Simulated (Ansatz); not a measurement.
**All-electron equations of state of elemental crystals**

All-electron LAPW (Ansatz 0.2.0), scalar-relativistic, no spin, Fermi–Dirac smearing 0.136 eV, k-meshes of 8 to 18 points an axis; Birch–Murnaghan fits to pressures. Some or most of these lattices are hypothetical for the element, and V0 is the minimum nearest the starting volume; lattices without a usable fit are left out; mesh and smearing are coarse, and magnetic elements are treated as non-magnetic.

| element | lattice | functional | V0 (Å³/atom) | B0 (GPa) | B′ | k-points per axis |
| --- | --- | --- | --- | --- | --- | --- |
| Bi | bcc | LDA | 29.25 | 64 | 4.9 | 12 |
| Bi | bcc | PBE | 31.56 | 51 | 4.8 | 12 |
| Bi | bcc | PBEsol | 29.95 | 60 | 4.9 | 12 |
| Bi | diamond | LDA | 44.83 | 35 | 4.4 | 8 |
| Bi | diamond | PBE | 48.49 | 29 | 4.4 | 8 |
| Bi | diamond | PBEsol | 46.09 | 33 | 4.4 | 8 |
| Bi | fcc | PBE | 31.89 | 50 | 4.5 | 11 |
| Bi | fcc | PBEsol | 30.18 | 59 | 4.8 | 12 |
| Bi | sc | LDA | 32.67 | 56 | 4.7 | 10 |
| Bi | sc | PBE | 35.23 | 45 | 4.7 | 10 |

(1) Give V0 and B0 for fcc Bi in LDA.

(2) Give V0 and B0 for sc Bi in PBEsol.

## Answers

(1) 29.49 Å³/atom and 63.2 GPa.

(2) 33.48 Å³/atom and 52.4 GPa.
